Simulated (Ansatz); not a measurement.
# Bi: the cost of one run

Program: Ansatz 0.2.0. Level of theory: DFT PBE, scalar-relativistic, plane waves, PAW. These are calculated values, not measurements.

2 further runs of the same task are left out: 1 that didn't finish, 1 set aside as unsound or not needed.

**1. The system as given**

Symmetry: P-3m1, No. 164, trigonal system. The conventional cell has a = 4.434 Å, b = 4.434 Å, c = 7.388 Å, α = 90.00°, β = 90.00°, γ = 120.00°. Around Bi (site symmetry 3m) lie 4 Bi at 2.91 to 2.92 Å. Around Bi (site symmetry 3m) lie 6 Bi at 2.91 to 3.07 Å.

As a file:

```
CELL_PARAMETERS angstrom
4.43407 0.00000 0.00000
-2.21704 3.84002 0.00000
0.00000 0.00000 7.38815
ATOMIC_POSITIONS crystal
Bi 0.00000 0.00000 0.80256
Bi 0.00000 0.00000 0.19744
Bi 0.33333 0.66667 0.61461
Bi 0.66667 0.33333 0.38539
```

Recipe of the guess: 4-, 6-connected net of one element (P-3m1, No. 164). The dimensions are guesses.

**2. The guess as it stands, on a coarse mesh**

File input.yaml:

```yaml
crystal:
  lattice:
    - [4.43407012, 0.0, 0.0]
    - [-2.21703506, 3.84001737, 0.0]
    - [0.0, 0.0, 7.38814719]
  atoms:
    - { symbol: Bi, position: [0.0, 0.0, 0.8025568] }
    - { symbol: Bi, position: [0.0, 0.0, 0.1974432] }
    - { symbol: Bi, position: [0.33333333, 0.66666667, 0.61460589] }
    - { symbol: Bi, position: [0.66666667, 0.33333333, 0.38539411] }
basis:
  ecutwfc: 420
kpoints:
  mp_grid: { grid: [6, 6, 4] }
hamiltonian:
  xc: pbe
scf:
  occupations: { method: gaussian, width: 0.1 }
  lower_state_search: "off"
output:
  forces: true
  stress: true
  eigenvalues: true
```

Launch:

```sh
$ ansatz run input.yaml --threads 1 --pin off --max-ram 2560MiB --backend cpu --events-out ev --progress --plain --runs-dir out
```

What time and memory should one allow on 1 thread of Arm Neoverse V1, shared host?

About 6.4 s, with a peak of 0.38 GiB.
